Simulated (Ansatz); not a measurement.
## How far is PAW off for AlN?

```xyz
4
Lattice="3.1006 0.0000 0.0000 -1.5503 2.6852 0.0000 0.0000 0.0000 4.9614" Properties=species:S:1:pos:R:3 pbc="T T T"
Al    0.0000    1.7901    0.0000
Al    1.5503    0.8951    2.4807
N     0.0000    1.7901    1.9101
N     1.5503    0.8951    4.3908
```

Atoms are numbered in the order listed.

The cell comes from COD entry 9008860, which wasn't checked; take it as a given geometry. The listed cell was then made from it by scaling, straining or moving an atom.

All numbers are computed: DFT, PBEsol, PAW with Ansatz's default frozen-core files, scalar-relativistic (Ansatz 0.2.0); DFT, PBEsol, all-electron PAW with datasets made for the crystal, scalar-relativistic (Ansatz 0.2.0); DFT, PBEsol, all-electron LAPW, scalar-relativistic (Ansatz 0.2.0).

For PAW: a Γ-centred 10×10×6 k mesh, Fermi–Dirac smearing of 0.03 eV, cutoff 420 eV, no spin polarisation; the PAW files were made with PBE, and the program remakes their frozen cores for this functional. The crystal-made all-electron datasets (AE datasets) take a cutoff of 360 eV at this cell. LAPW targets a basis error of 1 meV/atom. The Ansatz runs share mesh, smearing and spin set-up. Plane-wave (PAW) pressures include the program's estimate of the Pulay term.

Stress and pressure are positive in compression.

The change that made this cell: volume scaled by 0.99.

| quantity | PAW | AE datasets | LAPW |
| --- | --- | --- | --- |
| pressure (GPa) | ? | 2.50 | 2.50 |
| stress xx (GPa) | ? | 3.23 | 3.24 |
| stress zz (GPa) | ? | 1.03 | 1.03 |
| force on Al1, z (eV/Å) | 0.177 | 0.178 | 0.178 |
| force on N3, z (eV/Å) | -0.177 | -0.178 | -0.178 |
| band gap (eV) | 4.161 | 4.172 | 4.172 |
| field gradient Vzz at Al1 (10²¹ V/m²) | 0.84 | 0.83 | – |

Question: What belongs in the row "pressure (GPa)", column "PAW"?

Answer: 2.65.

Question: What belongs in the row "stress xx (GPa)", column "PAW"?

Answer: 3.39.

Question: Fill in "PAW" for the row "stress zz (GPa)".

Answer: 1.16.
